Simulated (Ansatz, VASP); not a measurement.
MgSe in VASP and in Ansatz

Contents of INCAR:

```
SYSTEM = MgSe
ALGO = Normal
EDIFF = 1E-6
EDIFFG = -0.005
ENCUT = 600
GGA = PS
IBRION = 2
ISIF = 3
ISMEAR = -1
LASPH = .True.
LCHARG = .False.
LREAL = .False.
LWAVE = .False.
NELM = 60
NSW = 100
PREC = Accurate
SIGMA = 0.02
```

Contents of KPOINTS:

```
k-points
0
Gamma
  8 8 8
  0 0 0
```

POSCAR

```
MgSe
1.0
    0.0000000000      2.7963236656      2.7963236656
    2.7963236656      0.0000000000      2.7963236656
    2.7963236656      2.7963236656      0.0000000000
Mg Se
1 1
Direct
    0.0000000000      0.0000000000      0.0000000000
    0.5000000000      0.5000000000      0.5000000000
```

Input for Ansatz:

```yaml
crystal:
  lattice:
    - [0.0, 2.7963236656, 2.7963236656]
    - [2.7963236656, 0.0, 2.7963236656]
    - [2.7963236656, 2.7963236656, 0.0]
  atoms:
    - { symbol: Mg, position: [0.0, 0.0, 0.0] }
    - { symbol: Se, position: [0.5, 0.5, 0.5] }
kpoints:
  mp_grid: { grid: [8, 8, 8] }
scf:
  occupations: { method: fermi_dirac, width: 0.02 }
hamiltonian:
  xc: pbesol
  pseudopotentials: { kind: paw }
output:
  forces: true
  stress: true
  efg: { contact_densities: true }
relax:
  f_tol: 0.005
  max_steps: 80
  cell: {}
```

Alike in both runs: task relaxation of cell and atoms; functional PBEsol; k mesh 8 × 8 × 8; occupations fermi-dirac, width 0.02 eV; no spin polarisation.

|  | VASP | Ansatz |
| --- | --- | --- |
| version | VASP 6.6.1 | Ansatz 0.2.0 |
| potentials or method | VASP PAW PBE potentials, release 64 (Mg, Se) | PAW with Ansatz's default frozen-core files, scalar-relativistic |
| plane-wave cutoff (eV) | 600 | 420 |
| valence electrons in the cell | 8 | 26 |

|  | VASP | Ansatz | Ansatz less VASP |
| --- | --- | --- | --- |
| relaxed volume (Å³/atom) | 20.21 | 20.23 | +0.024 |
| relaxed cell length with the largest relative difference (Å) | 3.852 | 3.854 | +0.0015 |
| energy change over the relaxation (meV/atom) | -24 | -23 | +0.7 |

The two sets of potentials don't hold the same shells in valence.

Caveats: the PAW data sets were made with another functional, which shifts forces and pressure a little (VASP). A k mesh can miss the band edges.
